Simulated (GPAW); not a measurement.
## ZnSe (Stilleite): G0W0 on several meshes in GPAW

Aim: the GW shift of ZnSe (Stilleite) against the k mesh.

Main program and level: GPAW 26.7.0; LDA and many-body steps on it, plane waves.

**1. Set-up**

It takes space group F-43m (No. 216, cubic). The conventional cell has a = 5.668 Å, b = 5.668 Å, c = 5.668 Å, α = 90.00°, β = 90.00°, γ = 90.00°. Nearest to Zn lie 4 Se at 2.45 Å. Se has 4 Zn at 2.45 Å nearest. Farther neighbours and most contacts between anions are not listed.

Coordinates:

```xyz
2
Lattice="0.0000 2.8338 2.8338 2.8338 0.0000 2.8338 2.8338 2.8338 0.0000" Properties=species:S:1:pos:R:3 pbc="T T T"
Zn    0.0000    0.0000    0.0000
Se    1.4169    1.4169    1.4169
```

The cell and positions come from the Crystallography Open Database and are kept as given unless a step says otherwise.

**2. Empty states on the mesh, 6×6×6 mesh, 547 bands**

This step: GPAW 26.7.0; DFT, LDA, plane waves, PAW.

The sums over transitions need many empty states on a uniform mesh; this step solves for them.

Input file run.py:

```python
import json
import numpy as np
from gpaw.mpi import world
from gpaw import GPAW

calc = GPAW('gs.gpw').fixed_density(kpts={'size': (6, 6, 6), 'gamma': True},
    parallel={'domain': 1, 'band': 1},
    txt='nscf.txt')
calc.diagonalize_full_hamiltonian(nbands=547)
calc.write('full.gpw', mode='all')
res = {}
kpts = calc.get_ibz_k_points()
res['kpts'] = kpts
res['eigenvalues'] = [calc.get_eigenvalues(kpt=k) for k in range(len(kpts))]
res['n_electrons'] = calc.get_number_of_electrons()

if world.rank == 0:
    with open('result.json', 'w') as f:
        json.dump(res, f, default=lambda x: x.tolist())
```

Launch:

```console
mpirun -n 4 gpaw python run.py
```

Numbers of over 12 decimals in the logs are rounded to 6 here.

Output:

```text
Diagonalizing LCAO Hamiltonian
Converting LCAO to pw mode
convergence criteria:
- Maximum integral of absolute [eigenst]ate change: 4e-08 eV^2 / valence electron
maximum number of iterations: 100

SCF iterations
|iter     |     time |      energy | eigst |  dens |
|iter:   1|  |             | +1.45 |       |
|iter:   2|  |             | -0.04 |       |
|iter:   3|  |             | -0.76 |       |
[...]
|iter:   8|  |             | -5.85 |       |
|iter:   9|  |             | -6.77 |       |
|iter:  10|  |             | -8.00c|       |
SCF steps: 10
  __  _  _
 | _ |_)|_||  |
 |__||  | ||/\| - 26.7.0

Input parameters:
  mode=PW(ecut=600.0),
  convergence={'density': 1e-06, 'bands': -3},
  gpts=array([24, 24, 24]),
  kpts=MonkhorstPack(size=(6, 6, 6), gamma=True),
  maxiter=100,
  nbands=16,
  occupations=Occupations(name='fermi-dirac', width=0.001, fixmagmom=False),
  parallel={'domain': 1, 'band': 1},
  xc=XC(name='LDA')
Matrix size: 1513x1513
# Writing to full.gpw (mode='all')
  [... matrices ...]

timing:  # [seconds]
  Total: 22.337  # ━━━━━━━━━━━━━━━━━━━━━━━━━━━━━━━━━━━━━━━━━━━━━━━━━━━━━━━━━━
```

Elapsed: 32 s, on 4 MPI ranks of Intel Xeon Platinum 8259CL at 2.50GHz (Skylake/Cascade Lake), shared host; peak memory 1.5 GiB.

This step gave:

```yaml
gap: 1.045 eV
k_of_the_valence_top: 0, 0, 0
k_of_the_conduction_bottom: 0, 0, 0
least_direct_gap: 1.045 eV
k_points_computed: 16
lowest_point_of_the_top_converged_band_above_the_valence_top: 289.4865 eV
```

On this mesh the gap is 1.045 eV.

**3. 6×6×6**

Now the one-shot GW correction: screening in the RPA, then the self-energy of the levels asked for.

This step: G0W0 on LDA, plane waves, PAW.

Input file run.py:

```python
import json
import numpy as np
from gpaw.mpi import world
from gpaw.response.g0w0 import G0W0

gw = G0W0('full.gpw',
    filename='gw',
    kpts=[0],
    bands=(7, 11),
    ecut=180,
    nbands=249,
    integrate_gamma='WS',
    ppa=True)
gw.calculate()
res = {mode: {k: v for k, v in r.items() if k != 'sigma_eskwn'}
       for mode, r in gw.all_results.items()}

if world.rank == 0:
    with open('result.json', 'w') as f:
        json.dump(res, f, default=lambda x: x.tolist())
```

Launch:

```console
mpirun -n 4 gpaw python run.py
```

Output:

```text
Using integrator: PointIntegrator
FrequencyGridDescriptor(from 0.000+0.000j to 0.000+27.211j eV, 2 points)
Nonperiodic BCs:  [False False False]
Using integrator: PointIntegrator
FrequencyGridDescriptor(from 0.000+0.000j to 0.000+27.211j eV, 2 points)
Nonperiodic BCs:  [False False False]
  ___  _ _ _
 |   || | | |
 | | || | | |
 |__ ||_____|
 |___|

BZ k-points: Symmetries present (total): 24

  [... matrices ...]
216 k-points: 6 x 6 x 6 Monkhorst-Pack grid + [1/12,1/12,1/12]
16 k-points in the irreducible part of the Brillouin zone
       k-points in crystal coordinates                weights
   0:     0.00000000    0.00000000    0.00000000          1/216
   1:     0.16666667    0.16666667    0.00000000          6/216
   2:     0.16666667    0.16666667    0.16666667          8/216
   3:     0.33333333    0.16666667    0.16666667         12/216
   4:     0.33333333    0.33333333   -0.33333333         12/216
   5:     0.33333333    0.33333333    0.00000000          6/216
   6:     0.33333333    0.33333333    0.16666667         24/216
   7:     0.33333333    0.33333333    0.33333333          8/216
   8:     0.50000000    0.33333333   -0.33333333         24/216
   9:     0.50000000    0.33333333   -0.16666667         12/216
          ...
  15:     0.50000000    0.50000000    0.50000000          4/216

Distributing spins, k-points and bands (1 x 1 x 4) over 4 processes
Number of blocks: 1

Quasi particle states:
k-points (IBZ indices): [0]
Band range: (7, 11)
  [... matrices ...]
Computational parameters:
Plane wave cut-off: 180 eV
Number of bands: 249
Coulomb cutoff: None
Broadening: 0.1 eV

fxc modes: GW
Kernel: RPA
Using Godby-Needs plasmon-pole approximation:
  Fitting energy: i*E0, E0 = 1.000 Hartree
Summing all q:

Calculating screened Coulomb potential
No Coulomb truncation
FrequencyGridDescriptor(from 0.000+0.000j to 0.000+27.211j eV, 2 points)
Removing empty qpoint cache files...

Calculating chi0 body with:
    Ground state adapter containing:
    Number of spins: 1
    Number of kpoints: 216
    Number of irreducible kpoints: 16
    Number of completely occupied states: 9
    Number of partially occupied states: 9
    Occupied states memory: 1.8984375 M / cpu

    Linear response parametrization:
    q_c: [1.3877787807814457e-17, 1.3877787807814457e-17, 1.3877787807814457e-17]
    Number of frequency points: 2
    Planewave cutoff: 180.0
    Number of bands: 249
    Number of planewaves: 259
    Broadening (eta): 1e-06
    comm.size: 4
    kncomm.size: 4
    blockcomm.size: 1

    Memory estimate of potentially large arrays:
        chi0_wGG: 2.047150 M / cpu
Integrating chi0 body.

Symmetries of q_c:
    Direct symmetries (Uq -> q): 24
    Indirect symmetries (TUq -> q): 24
In total 48 allowed symmetries.

  [... matrices ...]
16 groups of equivalent kpoints. 92.592593% reduction.

Integral kind: response function
Integrating chi0 head and wings.

Symmetries of q_c:
    Direct symmetries (Uq -> q): 24
    Indirect symmetries (TUq -> q): 24
In total 48 allowed symmetries.

  [... matrices ...]
16 groups of equivalent kpoints. 92.592593% reduction.

Integral kind: response function wings

Calculating chi0 body with:
    Ground state adapter containing:
    Number of spins: 1
    Number of kpoints: 216
    Number of irreducible kpoints: 16
    Number of completely occupied states: 9
    Number of partially occupied states: 9
[... the further q-points ...]

Results:
f:      Occupation numbers
eps:     KS-eigenvalues [eV]
vxc:     KS vxc [eV]
exx:     Exact exchange [eV]
sigma:   Self-energies [eV]
dsigma:  Self-energy derivatives
Z:       Renormalization factors
qp:      QP-energies [eV]

k-point 0 (0): (0.000, 0.000, 0.000)                GW
band       f     eps     vxc     exx   sigma  dsigma       Z      qp
                                                                   GW
   7   1.000   3.551 -19.194 -21.732   1.866  -0.273   0.785   3.023
   8   1.000   3.551 -19.194 -21.732   1.866  -0.273   0.785   3.023
   9   0.000   4.595 -14.402 -10.052  -3.417  -0.236   0.809   5.351
  10   0.000   9.268 -12.094  -7.033  -4.359  -0.247   0.802   9.832
```

Wall time 10 min (4 MPI ranks); peak memory 1.8 GiB; 42 min of CPU time.

Numbers from this step:

```
G0W0 gap on the points computed              : 2.328 eV
least direct G0W0 gap on the computed points : 2.328 eV
Z at the valence top                         : 0.7854
Z at the conduction bottom                   : 0.8092
starting gap on the mesh                     : 1.045 eV
k of the valence top                         : 0, 0, 0
k of the conduction bottom                   : 0, 0, 0
```

The gap on the mesh goes from 1.04 eV to 2.33 eV, a correction of +1.28 eV.

**4. Empty states on the mesh, 4×4×4 mesh, 259 bands**

This step: DFT, LDA, plane waves, PAW.

Input file run.py:

```python
import json
import numpy as np
from gpaw.mpi import world
from gpaw import GPAW

calc = GPAW('gs.gpw').fixed_density(kpts={'size': (4, 4, 4), 'gamma': True},
    parallel={'domain': 1, 'band': 1},
    txt='nscf.txt')
calc.diagonalize_full_hamiltonian(nbands=259)
calc.write('full.gpw', mode='all')
res = {}
kpts = calc.get_ibz_k_points()
res['kpts'] = kpts
res['eigenvalues'] = [calc.get_eigenvalues(kpt=k) for k in range(len(kpts))]
res['n_electrons'] = calc.get_number_of_electrons()

if world.rank == 0:
    with open('result.json', 'w') as f:
        json.dump(res, f, default=lambda x: x.tolist())
```

Launch:

```console
mpirun -n 4 gpaw python run.py
```

Output:

```text
Diagonalizing LCAO Hamiltonian
Converting LCAO to pw mode
convergence criteria:
- Maximum integral of absolute [eigenst]ate change: 4e-08 eV^2 / valence electron
maximum number of iterations: 100

SCF iterations
|iter     |     time |      energy | eigst |  dens |
|iter:   1|  |             | +1.45 |       |
|iter:   2|  |             | -0.11 |       |
|iter:   3|  |             | -1.03 |       |
[...]
|iter:   7|  |             | -5.48 |       |
|iter:   8|  |             | -6.37 |       |
|iter:   9|  |             | -7.59c|       |
SCF steps: 9
  __  _  _
 | _ |_)|_||  |
 |__||  | ||/\| - 26.7.0

Input parameters:
  mode=PW(ecut=600.0),
  convergence={'density': 1e-06, 'bands': -3},
  gpts=array([24, 24, 24]),
  kpts=MonkhorstPack(size=(4, 4, 4), gamma=True),
  maxiter=100,
  nbands=16,
  occupations=Occupations(name='fermi-dirac', width=0.001, fixmagmom=False),
  parallel={'domain': 1, 'band': 1},
  xc=XC(name='LDA')
Matrix size: 1491x1491
# Writing to full.gpw (mode='all')
  [... matrices ...]

timing:  # [seconds]
  Total: 10.553  # ━━━━━━━━━━━━━━━━━━━━━━━━━━━━━━━━━━━━━━━━━━━━━━━━━━━━━━━━━━
```

Run time: 18 s. Hardware: 4 MPI ranks; peak memory 1.3 GiB.

This step gave:

```
gap                                                           : 1.045 eV
k of the valence top                                          : 0, 0, 0
k of the conduction bottom                                    : 0, 0, 0
least direct gap                                              : 1.045 eV
k points computed                                             : 8
lowest point of the top converged band, above the valence top : 162.0224 eV
```

On this mesh the gap is 1.045 eV.

**5. 4×4×4**

This step: G0W0 on LDA, plane waves, PAW.

Input file run.py:

```python
import json
import numpy as np
from gpaw.mpi import world
from gpaw.response.g0w0 import G0W0

gw = G0W0('full.gpw',
    filename='gw',
    kpts=[0],
    bands=(7, 11),
    ecut=180,
    nbands=249,
    integrate_gamma='WS',
    ppa=True)
gw.calculate()
res = {mode: {k: v for k, v in r.items() if k != 'sigma_eskwn'}
       for mode, r in gw.all_results.items()}

if world.rank == 0:
    with open('result.json', 'w') as f:
        json.dump(res, f, default=lambda x: x.tolist())
```

Launch:

```console
mpirun -n 4 gpaw python run.py
```

Output:

```text
Using integrator: PointIntegrator
FrequencyGridDescriptor(from 0.000+0.000j to 0.000+27.211j eV, 2 points)
Nonperiodic BCs:  [False False False]
Using integrator: PointIntegrator
FrequencyGridDescriptor(from 0.000+0.000j to 0.000+27.211j eV, 2 points)
Nonperiodic BCs:  [False False False]
  ___  _ _ _
 |   || | | |
 | | || | | |
 |__ ||_____|
 |___|

BZ k-points: Symmetries present (total): 24

  [... matrices ...]
64 k-points: 4 x 4 x 4 Monkhorst-Pack grid + [1/8,1/8,1/8]
8 k-points in the irreducible part of the Brillouin zone
       k-points in crystal coordinates                weights
   0:     0.00000000    0.00000000    0.00000000          1/64
   1:     0.25000000    0.25000000    0.00000000          6/64
   2:     0.25000000    0.25000000    0.25000000          8/64
[...]
6:     0.50000000    0.50000000    0.25000000         24/64
   7:     0.50000000    0.50000000    0.50000000          4/64

Distributing spins, k-points and bands (1 x 1 x 4) over 4 processes
Number of blocks: 1

Quasi particle states:
k-points (IBZ indices): [0]
Band range: (7, 11)
  [... matrices ...]
Computational parameters:
Plane wave cut-off: 180 eV
Number of bands: 249
Coulomb cutoff: None
Broadening: 0.1 eV

fxc modes: GW
Kernel: RPA
Using Godby-Needs plasmon-pole approximation:
  Fitting energy: i*E0, E0 = 1.000 Hartree
Summing all q:

Calculating screened Coulomb potential
No Coulomb truncation
FrequencyGridDescriptor(from 0.000+0.000j to 0.000+27.211j eV, 2 points)
Removing empty qpoint cache files...

Calculating chi0 body with:
    Ground state adapter containing:
    Number of spins: 1
    Number of kpoints: 64
    Number of irreducible kpoints: 8
    Number of completely occupied states: 9
    Number of partially occupied states: 9
    Occupied states memory: 1.8984375 M / cpu

    Linear response parametrization:
    q_c: [0.0, 0.0, 0.0]
    Number of frequency points: 2
    Planewave cutoff: 180.0
    Number of bands: 249
    Number of planewaves: 259
    Broadening (eta): 1e-06
    comm.size: 4
    kncomm.size: 4
    blockcomm.size: 1

    Memory estimate of potentially large arrays:
        chi0_wGG: 2.047150 M / cpu
Integrating chi0 body.

Symmetries of q_c:
    Direct symmetries (Uq -> q): 24
    Indirect symmetries (TUq -> q): 24
In total 48 allowed symmetries.

  [... matrices ...]
8 groups of equivalent kpoints. 87.5% reduction.

Integral kind: response function
Integrating chi0 head and wings.

Symmetries of q_c:
    Direct symmetries (Uq -> q): 24
    Indirect symmetries (TUq -> q): 24
In total 48 allowed symmetries.

  [... matrices ...]
8 groups of equivalent kpoints. 87.5% reduction.

Integral kind: response function wings

Calculating chi0 body with:
    Ground state adapter containing:
    Number of spins: 1
    Number of kpoints: 64
    Number of irreducible kpoints: 8
    Number of completely occupied states: 9
    Number of partially occupied states: 9
    Occupied states memory: 1.8984375 M / cpu

    Linear response parametrization:
[... the further q-points ...]

Results:
f:      Occupation numbers
eps:     KS-eigenvalues [eV]
vxc:     KS vxc [eV]
exx:     Exact exchange [eV]
sigma:   Self-energies [eV]
dsigma:  Self-energy derivatives
Z:       Renormalization factors
qp:      QP-energies [eV]

k-point 0 (0): (0.000, 0.000, 0.000)                GW
band       f     eps     vxc     exx   sigma  dsigma       Z      qp
                                                                   GW
   7   1.000   3.551 -19.194 -21.900   2.043  -0.277   0.783   3.031
   8   1.000   3.551 -19.194 -21.900   2.043  -0.277   0.783   3.031
   9   0.000   4.595 -14.402  -9.759  -3.706  -0.241   0.806   5.350
  10   0.000   9.268 -12.094  -6.993  -4.432  -0.249   0.800   9.804
```

Elapsed: 2 min, on 4 MPI ranks; peak memory 1.4 GiB; 8 min of CPU time.

Numbers from this step:

| Quantity | Value |
| --- | --- |
| G0W0 gap on the points computed | 2.318 eV |
| least direct G0W0 gap on the computed points | 2.318 eV |
| Z at the valence top | 0.7829 |
| Z at the conduction bottom | 0.8058 |
| starting gap on the mesh | 1.045 eV |
| k of the valence top | 0, 0, 0 |
| k of the conduction bottom | 0, 0, 0 |

Against G0W0 in GPAW (6×6×6 mesh, 249 bands, screening to 180 eV, Godby-Needs plasmon pole), the gap moves by −0.010 eV.

**6. Side by side**

Times are wall times on 4 MPI ranks of Intel Xeon Platinum 8259CL at 2.50GHz (Skylake/Cascade Lake), shared host, good to a factor of about two.

```csv
run,mesh,bands,screening cutoff (eV),DFT gap (eV),gap on the mesh (eV),direct (eV),time
6×6×6,6×6×6,249,180,1.045,2.328,2.328,10 min
4×4×4,4×4×4,249,180,1.045,2.318,2.318,2 min
```

**7. Outcome**

```json
{
  "6×6×6": "2.328 eV",
  "4×4×4": "2.318 eV",
  "known limits": "not at the basis limit; no spin-orbit coupling; coarse k mesh"
}
```

**Reading.** 4×4×4: −0.010 eV against 6×6×6. Bands and cutoff are finite, so the gap is not at the basis limit. The miss can reach some tenths of an eV and take either sign; the mesh is an error of its own. These stock PAW sets were not made for GW; the filled d or f shell of Se lies in the frozen core, which bears on start and correction. In the G0W0 runs levels were corrected at 1 k point alone, so a gap called «on the mesh» is the least over those, and an edge elsewhere would be missed. The many-body steps are scalar-relativistic: spin-orbit coupling is not in them.

[Paths, hosts, dates, memory and timing lines, banners, echoed tables and standing remarks are left out of the program output.]

[Logs are printed without paths, hosts, clocks, repeated set-up lines and the standing remarks that a program may print on its own settings, such as how far it seeks lower states.]

[Runs of the session that timed out or met a known fault of the program may be left out.]

[Hosts, paths, dates, database ids (printed as entryN), source tags and the programs' standing remarks are cut or masked in the printed files.]
